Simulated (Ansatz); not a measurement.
# C in Ansatz: a series of runs

One slab, C, is run at these levels: LDA; tasks: band structure, single point, equation of state.

Program: Ansatz 0.2.0. These are calculated values, not measurements. Logs are shortened: lines on timing, memory, paths and dates and some standing lists are left out, and cuts for length are marked.

## 1. Starting point

The cell holds a slab with vacuum, 2 atoms: a = 2.456 Å, b = 2.456 Å, c = 8.524 Å, α = 90.00°, β = 90.00°, γ = 120.00°.

## 2. Band structure, LDA

Contents of input.yaml:

```yaml
crystal:
  lattice:
    - [2.4561701622, 0.0, 0.0]
    - [-1.2280850811, 2.1271057565, 0.0]
    - [0.0, 0.0, 8.52380336]
  atoms:
    - { symbol: C, position: [0.6666666667, 0.3333333333, 0.0] }
    - { symbol: C, position: [0.3333333333, 0.6666666667, 0.0] }
hamiltonian:
  xc: lda
  pseudopotentials: { kind: paw }
kpoints:
  mp_grid: { grid: [12, 12, 3] }
  band_path:
    path:
      - [[0.0, 0.0, 0.0], [0.5, 0.0, 0.0], [0.3333333333, 0.3333333333, 0.0], [0.0, 0.0, 0.0], [0.0, 0.0, 0.5], [0.5, 0.0, 0.5], [0.3333333333, 0.3333333333, 0.5], [0.0, 0.0, 0.5]]
      - [[0.5, 0.0, 0.5], [0.5, 0.0, 0.0]]
      - [[0.3333333333, 0.3333333333, 0.0], [0.3333333333, 0.3333333333, 0.5]]
    npoints: 14
scf:
  occupations: { method: fermi_dirac, width: 0.05 }
  n_extra_bands: 6
output:
  forces: true
  stress: true
  eigenvalues: true
  fatbands: true
```

Potentials or basis: Ansatz PAW.

Launch:

```bash
> ansatz run input.yaml --threads 2 --pin off --max-ram 5632MiB --backend cpu --events-out ev --progress --plain --runs-dir out
```

Output:

```text
Warning: RAYON_NUM_THREADS=2 ignored (pool sized by the plan → 2); use --threads N
scf.n_extra_bands = 6 over 4 filled bands (N_el = 8.0): the run solves 10 bands
Engine: ansatz 0.2.0, x86_64-unknown-linux-gnu
Pseudopotentials: kind: paw
Pseudopotential: C, paw, valence charge 4, recommended cutoff 420 eV (normal), C.paw.azcp
Functional definition: SPW92
  exchange = slater_x
  correlation = pw_c
Crystal: 2 atoms, lattice volume = 44.533 Å³
Basis set: ecut = 420 eV, 839 PW (Γ)
Bands: 10, of which v1, the nominal top of the filled ones, is band 4 counted from 1 (3 counted from 0)
Symmetry: 24 space group operations
Space group: P6/mmm (ITA 191), of the structure as read, at distance tolerance 3.5e-5 Å
k-points: 38 of 432
Non-local potential: C, projectors of the file, l = 0: 2, l = 1: 2, l = 2: 1
PAW form: soft (Blöchl's): semilocal exchange-correlation on the pseudo side does not see the compensation charge
PAW frozen core: C, regenerated for the run's functional, and the local potential with it (the file was generated under x = pbe(κ = 0.804, μ = 0.2195149727645171), c = pbe(β = 0.06672455060314922))
PAW one-centre angular grid: C, 110 points (default); XC on 64 Gauss nodes
Initial density: superposition of atomic densities (neutral atoms: chi_scale 0, normalization atom), corrected by the library's trained network
Initial wavefunctions: pseudopotential atomic-orbital guess
Functional: x = slater, c = lda
SCF iter   1: F=—  HF=-485.909838 eV  |F-HF|=—  |Δ(HF+E_count)|=         —  Δρ=4.42e-3  dr2=3.46e-3  ethr=1.77e-3  ⟨swp⟩=6.1  Hψ=2634  notcnv=0
preconditioner: auto → LDOS  [metal: Δε(μ)=0.000 eV  Ē_g=18.351 eV  σ=0.050 eV  W_gap=0.00  n_scr=4 (ndim 8)  ℏωp=15.7 eV  f_vac=0.571  D(μ)=0.28/eV (n_scr^D=2)  β→1.0]
SCF iter   2: F=—  HF=-485.910182 eV  |F-HF|=—  |Δ(HF+E_count)|=   3.44e-4  Δρ=6.81e-4  dr2=1.87e-4  ethr=4.33e-5  ⟨swp⟩=2.9  Hψ=1006  notcnv=0  defer=53
SCF iter   3: F=—  HF=-485.910137 eV  |F-HF|=—  |Δ(HF+E_count)|=   4.48e-5  Δρ=9.88e-5  dr2=1.88e-6  ethr=2.34e-6  ⟨swp⟩=2.2  Hψ=643  notcnv=0  defer=53
SCF iter   4: F=—  HF=-485.910142 eV  |F-HF|=—  |Δ(HF+E_count)|=   5.09e-6  Δρ=8.39e-6  dr2=1.26e-8  ethr=2.35e-8  ⟨swp⟩=2.3  Hψ=609  notcnv=0  defer=53
iter 5 did not close the SCF: its close was put off for the readings that it lacked (scf_convergence_deferred on its scf_iter line)
SCF iter   5: F=-485.910142 eV  HF=-485.910142 eV  |F-HF|=3.61e-10  |Δ(HF+E_count)|=   5.74e-8  Δρ=5.41e-7  dr2=3.68e-11  ethr=1.58e-10  ⟨swp⟩=2.1  Hψ=444  notcnv=0  defer=52
SCF iter   6: F=-485.910142 eV  HF=-485.910142 eV  |F-HF|=1.82e-12  |Δ(HF+E_count)|=  3.84e-10  Δρ=6.68e-8  dr2=6.79e-13  ethr=1.00e-12  ⟨swp⟩=5.6  Hψ=1711  notcnv=0
SCF 1 converged in 6 iterations: F = -485.910142 eV  dr2 = 6.79e-13
NSCF: frozen V_eff on 129 k-points
SCF converged after 6 iterations
Free energy (F): -485.910142 eV
Harris-Foulkes:  -485.910142 eV  (|F-HF|=1.82e-12)
Internal energy: -485.908217 eV  (E = F + TS)
E sigma→0 (E₀):  -485.909179 eV
Entropy (-TS):   -0.001925 eV (-0.963 meV/atom)
Fermi energy:    -0.045135 eV
--- Per-component energies (eV) ---
  E_band       = -73.225538
  E_kinetic    = 182.214568
  E_local      = -1208.547873  (includes V_loc(G=0)·N_el)
  E_nonlocal   = 56.926425
  E_hartree    = 514.841819
  E_xc         = -94.990159
  E_vxc        = -118.093232  (∫ρ·V_xc dr)
  E_paw        = -183.842935  (= ΣΔE_a)
  E_vpaw       = -15.409070  (= ΣTr[D̂ρ^β])
  E_aug_tail   = 0.000018  (compensation charges beyond the density's cutoff)
  E_ewald      = 247.364256
  E_core_change = 0.125665  (= ΣΔE_core)
  E_smearing   = -0.001925  (= −TS)
  E_closure    = -0.000000  (closes the sum)
  Σ components = -485.910142   (vs F -485.910142, Δ=0.00e0)
--- Forces (eV/Å), atoms counted from 1 ---
  atom   1  C      0.00000000     0.00000000     0.00000000
  atom   2  C      0.00000000    -0.00000000     0.00000000
  max |Σ_I F_I| component: 3.70e-17 eV/Å
--- Stress (GPa, compression-positive) ---
       -2.315266       0.000000       0.000000
        0.000000      -2.315266       0.000000
        0.000000       0.000000      -0.003139
  P = ⅓ Tr σ = -1.5446 GPa (-15.446 kbar)
--- Band table (eV; the first three rows and the last of 38) ---
  k-point 0: bands = ["-19.4399", "-7.7668", "-3.0733", "-3.0733", "3.0923", "5.4334", "7.0567", "8.3089", "8.3089", "11.4020"]
  k-point 1: bands = ["-19.4399", "-7.7670", "-3.0733", "-3.0733", "3.4211", "4.4407", "8.3097", "8.3097", "8.4434", "11.4002"]
  k-point 2: bands = ["-19.2759", "-7.5684", "-3.7119", "-3.4161", "3.3161", "5.6519", "7.2681", "8.3904", "9.0068", "10.8440"]
  k-point 37: bands = ["-12.4702", "-12.4702", "-10.7277", "-0.0451", "-0.0451", "10.3511", "12.9253", "12.9253", "13.4106", "14.9918"]
```

It took 1.5 s on 2 threads of AMD EPYC 7R43 (Zen 3), shared host; peak memory 0.33 GiB.

What came out:

* Free energy: -485.9101 eV
* Band gap along the path: none (metal or under the smearing width)

Levels at the corners of the path, in eV from the Fermi level:
| point | band 2 | band 3 | band 4 | band 5 | band 6 | band 7 |
| --- | --- | --- | --- | --- | --- | --- |
| Γ | -7.72 | -3.03 | -3.03 | 3.14 | 5.48 | 7.10 |
| M | -13.23 | -6.45 | -2.38 | 1.64 | 7.57 | 11.06 |
| K | -12.43 | -10.68 | 0.00 | 0.00 | 10.42 | 12.88 |
| Γ | -7.72 | -3.03 | -3.03 | 3.14 | 5.48 | 7.10 |
| A | -7.72 | -3.03 | -3.03 | 3.75 | 4.06 | 8.35 |
| L | -13.23 | -6.45 | -2.38 | 1.64 | 7.57 | 11.49 |
| H | -12.43 | -10.68 | 0.00 | 0.00 | 10.39 | 13.01 |
| A | -7.72 | -3.03 | -3.03 | 3.75 | 4.06 | 8.35 |
| L | -13.23 | -6.45 | -2.38 | 1.64 | 7.57 | 11.49 |
| M | -13.23 | -6.45 | -2.38 | 1.64 | 7.57 | 11.06 |
| K | -12.43 | -10.68 | 0.00 | 0.00 | 10.42 | 12.88 |
| H | -12.43 | -10.68 | 0.00 | 0.00 | 10.39 | 13.01 |

Caveat: the PAW data sets come from PBE, with cores solved anew for the run's functional, which leaves a small shift of forces and pressure.

## 3. Single point, LDA, 20.93 Å³/atom (volume scaled by 0.94)

Contents of input.yaml:

```yaml
crystal:
  lattice:
    - [2.4060301715, 0.0, 0.0]
    - [-1.2030150858, 2.0836832508, 0.0]
    - [0.0, 0.0, 8.3497993649]
  atoms:
    - { symbol: C, position: [0.6666666667, 0.3333333333, 0.0] }
    - { symbol: C, position: [0.3333333333, 0.6666666667, 0.0] }
hamiltonian:
  xc: lda
  pseudopotentials: { kind: paw }
kpoints:
  mp_grid: { grid: [12, 12, 3] }
scf:
  occupations: { method: fermi_dirac, width: 0.05 }
output:
  forces: true
  stress: true
  eigenvalues: true
```

Potentials or basis: Ansatz PAW.

Launch:

```bash
> ansatz run input.yaml --threads 2 --pin off --max-ram 5632MiB --backend cpu --events-out ev --progress --plain --runs-dir out
```

It took 0.53 s on 2 threads of AMD EPYC 7R43 (Zen 3), shared host; peak memory 0.31 GiB.

Results (log left out):

```yaml
Free_energy: -485.8762 eV
Band_gap_on_the_k_mesh: none (metal or under the smearing width)
```

Caveat: the PAW data sets come from PBE, with cores solved anew for the run's functional, which leaves a small shift of forces and pressure.

## 4. Single point, LDA, 21.38 Å³/atom (volume scaled by 0.96)

input.yaml: that of step 3 with these lines changed.

```diff
@@ -2,5 +2,5 @@
   lattice:
-    - [2.4060301715, 0.0, 0.0]
-    - [-1.2030150858, 2.0836832508, 0.0]
-    - [0.0, 0.0, 8.3497993649]
+    - [2.4229746043, 0.0, 0.0]
+    - [-1.2114873021, 2.09835756, 0.0]
+    - [0.0, 0.0, 8.4086027063]
   atoms:
```

Launch:

```bash
> ansatz run input.yaml --threads 2 --pin off --max-ram 5632MiB --backend cpu --events-out ev --progress --plain --runs-dir out
```

It took 0.57 s on 2 threads of AMD EPYC 7R43 (Zen 3), shared host; peak memory 0.33 GiB.

The run converged. Its results:

- Free energy: -485.9016 eV
- Band gap on the k mesh: none (metal or under the smearing width)

Caveat: the PAW data sets come from PBE, with cores solved anew for the run's functional, which leaves a small shift of forces and pressure.

## 5. Single point, LDA, 21.82 Å³/atom (volume scaled by 0.98)

input.yaml: that of step 4 with these lines changed.

```diff
@@ -2,5 +2,5 @@
   lattice:
-    - [2.4229746043, 0.0, 0.0]
-    - [-1.2114873021, 2.09835756, 0.0]
-    - [0.0, 0.0, 8.4086027063]
+    - [2.439685302, 0.0, 0.0]
+    - [-1.219842651, 2.1128294488, 0.0]
+    - [0.0, 0.0, 8.4665949023]
   atoms:
```

Launch:

```bash
> ansatz run input.yaml --threads 2 --pin off --max-ram 5632MiB --backend cpu --events-out ev --progress --plain --runs-dir out
```

Wall time 0.61 s (2 threads of AMD EPYC 7R43 (Zen 3), shared host); peak memory 0.33 GiB.

It converged, with:

* Free energy: -485.9125 eV
* Band gap on the k mesh: none (metal or under the smearing width)

Caveat: the PAW data sets come from PBE, with cores solved anew for the run's functional, which leaves a small shift of forces and pressure.

## 6. Single point, LDA, 22.27 Å³/atom

input.yaml: that of step 5 with these lines changed.

```diff
@@ -2,5 +2,5 @@
   lattice:
-    - [2.439685302, 0.0, 0.0]
-    - [-1.219842651, 2.1128294488, 0.0]
-    - [0.0, 0.0, 8.4665949023]
+    - [2.4561701622, 0.0, 0.0]
+    - [-1.2280850811, 2.1271057565, 0.0]
+    - [0.0, 0.0, 8.52380336]
   atoms:
```

Potentials or basis: Ansatz PAW.

Launch:

```bash
> ansatz run input.yaml --threads 2 --pin off --max-ram 5632MiB --backend cpu --events-out ev --progress --plain --runs-dir out
```

It took 0.63 s on 2 threads of AMD EPYC 7R43 (Zen 3), shared host; peak memory 0.32 GiB.

Results (log left out):

```yaml
Free_energy: -485.9101 eV
Band_gap_on_the_k_mesh: none (metal or under the smearing width)
```

Caveat: the PAW data sets come from PBE, with cores solved anew for the run's functional, which leaves a small shift of forces and pressure.

## 7. Single point, LDA, 22.71 Å³/atom (volume scaled by 1.02)

input.yaml: that of step 6 with these lines changed.

```diff
@@ -2,5 +2,5 @@
   lattice:
-    - [2.4561701622, 0.0, 0.0]
-    - [-1.2280850811, 2.1271057565, 0.0]
-    - [0.0, 0.0, 8.52380336]
+    - [2.4724366638, 0.0, 0.0]
+    - [-1.2362183319, 2.1411929601, 0.0]
+    - [0.0, 0.0, 8.580254034]
   atoms:
```

Launch:

```bash
> ansatz run input.yaml --threads 2 --pin off --max-ram 5632MiB --backend cpu --events-out ev --progress --plain --runs-dir out
```

Run time: 0.61 s. Hardware: 2 threads of AMD EPYC 7R43 (Zen 3), shared host; peak memory 0.33 GiB.

Results (log left out):

| Item | Value |
| --- | --- |
| Free energy | -485.8957 eV |
| Band gap on the k mesh | none (metal or under the smearing width) |

Caveat: the PAW data sets come from PBE, with cores solved anew for the run's functional, which leaves a small shift of forces and pressure.

## 8. Single point, LDA, 23.16 Å³/atom (volume scaled by 1.04)

input.yaml: that of step 7 with these lines changed.

```diff
@@ -2,5 +2,5 @@
   lattice:
-    - [2.4724366638, 0.0, 0.0]
-    - [-1.2362183319, 2.1411929601, 0.0]
-    - [0.0, 0.0, 8.580254034]
+    - [2.4884918972, 0.0, 0.0]
+    - [-1.2442459486, 2.1550972001, 0.0]
+    - [0.0, 0.0, 8.6359715305]
   atoms:
```

Launch:

```bash
> ansatz run input.yaml --threads 2 --pin off --max-ram 5632MiB --backend cpu --events-out ev --progress --plain --runs-dir out
```

Run time: 0.61 s. Hardware: 2 threads of AMD EPYC 7R43 (Zen 3), shared host; peak memory 0.33 GiB.

Results (log left out):

- Free energy: -485.8702 eV
- Band gap on the k mesh: none (metal or under the smearing width)

Caveat: the PAW data sets come from PBE, with cores solved anew for the run's functional, which leaves a small shift of forces and pressure.

## 9. Single point, LDA, 23.60 Å³/atom (volume scaled by 1.06)

input.yaml: that of step 8 with these lines changed.

```diff
@@ -2,5 +2,5 @@
   lattice:
-    - [2.4884918972, 0.0, 0.0]
-    - [-1.2442459486, 2.1550972001, 0.0]
-    - [0.0, 0.0, 8.6359715305]
+    - [2.5043425914, 0.0, 0.0]
+    - [-1.2521712957, 2.168824304, 0.0]
+    - [0.0, 0.0, 8.6909792017]
   atoms:
@@ -19 +19,5 @@
   eigenvalues: true
+  write_density: true
+  write_potential: true
+  elf: true
+  volumetric_format: npy
```

Potentials or basis: Ansatz PAW.

Launch:

```bash
> ansatz run input.yaml --threads 2 --pin off --max-ram 5632MiB --backend cpu --events-out ev --progress --plain --runs-dir out
```

It took 0.82 s on 2 threads of AMD EPYC 7R43 (Zen 3), shared host; peak memory 0.34 GiB.

The run converged. Its results:

| Property | Result |
| --- | --- |
| Free energy | -485.8348 eV |
| Band gap on the k mesh | none (metal or under the smearing width) |

Caveat: the PAW data sets come from PBE, with cores solved anew for the run's functional, which leaves a small shift of forces and pressure.

## 10. Equation of state, LDA

No new run: the results of the series are fitted here.

What came out:

```yaml
Equilibrium_volume: 21.96 Å³/atom
Bulk_modulus_at_fixed_shape_and_positions: 114 GPa
Pressure_derivative_of_the_bulk_modulus: 3.6
```

Energy against volume, from the lowest point:
```
volume (Å³/atom)  energy (meV/atom)
          20.930              18.15
          21.376               5.47
          21.821               0.00
          22.266               1.20
          22.712               8.44
          23.157              21.17
          23.602              38.86
```

Caveat: the cell was scaled at fixed shape and fractional positions, which overstates the stiffness of a crystal with free parameters, most of all of layers and chains.
